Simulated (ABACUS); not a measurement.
# PbS (R3m) in ABACUS: equation of state, part 2 of 2

ABACUS 3.10.1. The steps go on from the part before.

## 4. Equation of state, PBE, 26.15 Å³/atom (volume scaled by 0.98)

Contents of INPUT:

```
INPUT_PARAMETERS
suffix              PbS
calculation         scf
basis_type          pw
pseudo_dir          ./
symmetry            1
dft_functional      pbe
ecutwfc             63
pseudo_rcut         10
nspin               1
nbands              14
ks_solver           dav
smearing_method     fd
smearing_sigma      0.00367493
scf_thr             1e-08
scf_nmax            100
mixing_type         broyden
mixing_beta         0.7
cal_force           1
cal_stress          1
kpar                4
```

Contents of STRU:

```
ATOMIC_SPECIES
Pb 207.2000 Pb.upf
S 32.0600 S.upf

LATTICE_CONSTANT
1.8897261246

LATTICE_VECTORS
2.0984823409 1.2115593444 3.4287483306
-2.0984823409 1.2115593444 3.4287483306
0.0000000000 -2.4231186889 3.4287483306

ATOMIC_POSITIONS
Direct

Pb
0.0
1
0.9805657800 0.9805657800 0.9805657800 1 1 1

S
0.0
1
0.4750355500 0.4750355500 0.4750355500 1 1 1
```

Contents of KPT:

```
K_POINTS
0
Gamma
8 8 8 0 0 0
```

Started as:

```sh
$ OMP_NUM_THREADS=1 mpirun -np 4 abacus > log
```

It took 22 s on 4 MPI ranks of Intel Xeon Platinum 8488C (Sapphire Rapids), shared host; peak memory 0.36 GiB.

It converged, with:

* Free energy: -2216.6123 eV
* Pressure: 2.1 GPa
* Largest force: 0.034 eV/Å
* Band gap on the k mesh: 0.40 eV, direct

Caveat: spin-orbit coupling is left out, which as a rule narrows the gap of such compounds by several tenths of an eV.

## 5. Equation of state, PBE, 26.69 Å³/atom

INPUT is that of step 4.

STRU, as its differences from that of step 4:

```diff
@@ -8,5 +8,5 @@
 LATTICE_VECTORS
-2.0984823409 1.2115593444 3.4287483306
--2.0984823409 1.2115593444 3.4287483306
-0.0000000000 -2.4231186889 3.4287483306
+2.1126617058 1.2197458045 3.4519162518
+-2.1126617058 1.2197458045 3.4519162518
+0.0000000000 -2.4394916091 3.4519162518
```

KPT is that of step 4.

Started as:

```sh
$ OMP_NUM_THREADS=1 mpirun -np 4 abacus > log
```

It took 17 s on 4 MPI ranks of Intel Xeon Platinum 8488C (Sapphire Rapids), shared host; peak memory 0.36 GiB.

The run converged. Its results:

* Free energy: -2216.6225 eV
* Pressure: 0.9 GPa
* Largest force: 0.022 eV/Å
* Band gap on the k mesh: 0.46 eV, direct

Caveat: spin-orbit coupling is left out, which as a rule narrows the gap of such compounds by several tenths of an eV.

## 6. Equation of state, PBE, 27.22 Å³/atom (volume scaled by 1.02)

INPUT is that of step 5.

STRU, as its differences from that of step 5:

```diff
@@ -8,5 +8,5 @@
 LATTICE_VECTORS
-2.1126617058 1.2197458045 3.4519162518
--2.1126617058 1.2197458045 3.4519162518
-0.0000000000 -2.4394916091 3.4519162518
+2.1266532507 1.2278238267 3.4747772906
+-2.1266532507 1.2278238267 3.4747772906
+0.0000000000 -2.4556476535 3.4747772906
```

KPT is that of step 5.

Potentials or basis: PseudoDojo NC SR 0.4.1 PBE standard, plane waves.

Started as:

```sh
$ OMP_NUM_THREADS=1 mpirun -np 4 abacus > log
```

running log:

```text
ABACUS v3.10.1

               Atomic-orbital Based Ab-initio Computation at UStc

 ------------------------------------------------------------------------------------

 READING GENERAL INFORMATION
                           global_out_dir = OUT.PbS/
                           global_in_card = INPUT
                               pseudo_dir = ./
                              orbital_dir =
                                    DSIZE = 4
                                    GSIZE = 1

 READING UNITCELL INFORMATION
                                    ntype = 2
                  lattice constant (Bohr) = 1.88973
              lattice constant (Angstrom) = 1

 READING ATOM TYPE 1
[... 465 lines left out ...]
       3       -8.69033      0.0234375
       4       -8.68890      0.0234375
       5       -8.67585      0.0234375
       6       -5.01837      0.0234375
       7        1.48672      0.0234375
       8        5.89203      0.0234375
       9        5.89372      0.0234375
      10        6.79221      0.0234375
      11        11.0845    6.28011e-27
      12        12.8289    4.43072e-42
      13        12.8475    3.05218e-42
      14        14.0034    2.78599e-52

[... levels at 11 further k points ...]

------------------------------------------------------------------------------------------
 TOTAL-FORCE (eV/Angstrom)
------------------------------------------------------------------------------------------
                       Pb1         0.0000000000         0.0000000000        -0.0112732841
                        S1         0.0000000000         0.0000000000         0.0112732841
------------------------------------------------------------------------------------------

----------------------------------------------------------------
 TOTAL-STRESS (KBAR)
----------------------------------------------------------------
        -1.5935698401         0.0000000000        -0.0000000000
         0.0000000000        -1.5935698402        -0.0000000000
         0.0000000000        -0.0000000000        -1.4237980562
----------------------------------------------------------------
 TOTAL-PRESSURE: -1.536979 KBAR

 --------------------------------------------
 !FINAL_ETOT_IS -2216.6250793225008238 eV
 --------------------------------------------
```

stdout:

```text
ABACUS v3.10.1

               Atomic-orbital Based Ab-initio Computation at UStc

%%%%%%%%%%%%%%%%%%%%%%%%%%%%%%%%%%%%%%%%%%%%%%%%%%%%%%%%%%%%%%%%%%%%%%%%%%%%%%%%%%%%%%%%%%%%%%%%%%%%%%%%%
 Warning: the number of valence electrons in pseudopotential > 4 for Pb: [Xe] 4f14 5d10 6s2 6p2
[... 34 lines left out ...]
 TOTAL-STRESS (KBAR)
----------------------------------------------------------------
        -1.5935698401         0.0000000000        -0.0000000000
         0.0000000000        -1.5935698402        -0.0000000000
         0.0000000000        -0.0000000000        -1.4237980562
----------------------------------------------------------------
 TOTAL-PRESSURE: -1.536979 KBAR
```

It took 23 s on 4 MPI ranks of Intel Xeon Platinum 8488C (Sapphire Rapids), shared host; peak memory 0.36 GiB.

Results:

- Free energy: -2216.6251 eV
- Pressure: -0.2 GPa
- Largest force: 0.011 eV/Å
- Band gap on the k mesh: 0.53 eV, direct

Caveat: spin-orbit coupling is left out, which as a rule narrows the gap of such compounds by several tenths of an eV.

## 7. Equation of state, PBE, 27.75 Å³/atom (volume scaled by 1.04)

INPUT is that of step 6.

STRU, as its differences from that of step 6:

```diff
@@ -8,5 +8,5 @@
 LATTICE_VECTORS
-2.1266532507 1.2278238267 3.4747772906
--2.1266532507 1.2278238267 3.4747772906
-0.0000000000 -2.4556476535 3.4747772906
+2.1404630743 1.2357969321 3.4973414117
+-2.1404630743 1.2357969321 3.4973414117
+0.0000000000 -2.4715938643 3.4973414117
```

KPT is that of step 6.

Started as:

```sh
$ OMP_NUM_THREADS=1 mpirun -np 4 abacus > log
```

It took 30 s on 4 MPI ranks of Intel Xeon Platinum 8488C (Sapphire Rapids), shared host; peak memory 0.36 GiB.

The run converged. Its results:

```yaml
Free_energy: -2216.6209 eV
Pressure: -1.1 GPa
Band_gap_on_the_k_mesh: 0.59 eV, direct
```

Caveat: spin-orbit coupling is left out, which as a rule narrows the gap of such compounds by several tenths of an eV.

## 8. Equation of state, PBE, 28.29 Å³/atom (volume scaled by 1.06)

INPUT is that of step 7.

STRU, as its differences from that of step 7:

```diff
@@ -8,5 +8,5 @@
 LATTICE_VECTORS
-2.1404630743 1.2357969321 3.4973414117
--2.1404630743 1.2357969321 3.4973414117
-0.0000000000 -2.4715938643 3.4973414117
+2.1540969647 1.2436684624 3.5196180723
+-2.1540969647 1.2436684624 3.5196180723
+0.0000000000 -2.4873369248 3.5196180723
```

KPT is that of step 7.

Started as:

```sh
$ OMP_NUM_THREADS=1 mpirun -np 4 abacus > log
```

Wall time 21 s (4 MPI ranks of Intel Xeon Platinum 8488C (Sapphire Rapids), shared host); peak memory 0.36 GiB.

It converged, with:

| Item | Value |
| --- | --- |
| Free energy | -2216.6105 eV |
| Pressure | -2.0 GPa |
| Largest force | 0.007 eV/Å |
| Band gap on the k mesh | 0.64 eV, direct |

Caveat: spin-orbit coupling is left out, which as a rule narrows the gap of such compounds by several tenths of an eV.

## 9. Equation of state, PBE

Potentials or basis: PseudoDojo NC SR 0.4.1 PBE standard, plane waves.

This step only gathers the single runs of the series.

What came out:

```yaml
Equilibrium_volume: 27.15 Å³/atom
Bulk_modulus_at_fixed_shape_and_positions: 53 GPa
Pressure_derivative_of_the_bulk_modulus: 4.3
```

Energy against volume, from the lowest point:
| volume (Å³/atom) | energy (meV/atom) |
| --- | --- |
| 25.085 | 29.61 |
| 25.618 | 15.68 |
| 26.152 | 6.39 |
| 26.686 | 1.30 |
| 27.220 | 0.00 |
| 27.753 | 2.11 |
| 28.287 | 7.28 |

Caveat: the cell was scaled at fixed shape and fractional positions, which overstates the stiffness of a crystal with free parameters, most of all of layers and chains. The run has no spin-orbit coupling, so splittings on Pb are missing.
